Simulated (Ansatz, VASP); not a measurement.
## Re: VASP beside Ansatz

The input INCAR:

```
PREC = Accurate
ENCUT = 520
EDIFF = 1E-7
ISMEAR = -1
SIGMA = 0.05
LREAL = False
LASPH = True
NELM = 100
ALGO = Normal
ISIF = 2
LWAVE = False
LCHARG = False
NBANDS = 22
```

KPOINTS

```
Automatic mesh
0
Gamma
  11 11 3
```

Contents of POSCAR:

```
Re
1.0
    2.7663873939      0.0000000000      0.0000000000
   -1.3831936969      2.3957617598      0.0000000000
    0.0000000000      0.0000000000      8.9388451600
Re
4
Direct
    0.6666666667      0.3333333333      0.7500000000
    0.0000000000      0.0000000000      0.5000000000
    0.3333333333      0.6666666667      0.2500000000
    0.0000000000      0.0000000000      0.0000000000
```

Contents of input.yaml:

```yaml
crystal:
  lattice:
    - [2.7663873939, 0.0, 0.0]
    - [-1.3831936969, 2.3957617598, 0.0]
    - [0.0, 0.0, 8.93884516]
  atoms:
    - { symbol: Re, position: [0.6666666667, 0.3333333333, 0.75] }
    - { symbol: Re, position: [0.0, 0.0, 0.5] }
    - { symbol: Re, position: [0.3333333333, 0.6666666667, 0.25] }
    - { symbol: Re, position: [0.0, 0.0, 0.0] }
hamiltonian:
  xc: lda
  pseudopotentials: { kind: paw }
kpoints:
  mp_grid: { grid: [11, 11, 3] }
scf:
  occupations: { method: fermi_dirac, width: 0.05 }
output:
  forces: true
  stress: true
  eigenvalues: true
```

Alike in both runs: task single point; functional LDA; k mesh 11 × 11 × 3; occupations fermi-dirac, width 0.05 eV; no spin polarisation.

|  | VASP | Ansatz |
| --- | --- | --- |
| version | VASP 6.6.1 | Ansatz 0.2.0 |
| potentials or method | VASP PAW LDA potentials, release 64 (Re) | Ansatz PAW |
| plane-wave cutoff (eV) | 520 | 420 |
| valence electrons in the cell | 28 | 60 |

VASP gave:

```
gap on the k mesh at the Fermi level (eV)       : none
pressure (GPa)                                  : -11.4
largest component of the traceless stress (GPa) : 0.18
```

Which values does Ansatz return?

gap on the k mesh at the Fermi level (eV): none; pressure (GPa): -12.5; largest component of the traceless stress (GPa): 0.10.

A gap of «none» marks a metal or a gap that the smearing closes. The two sets of potentials don't hold the same shells in valence.

Caveats: the PAW data sets come from PBE, with cores solved anew for the run's functional, which leaves a small shift of forces and pressure (Ansatz). Spin-orbit coupling is left out, which matters for the levels of Re.
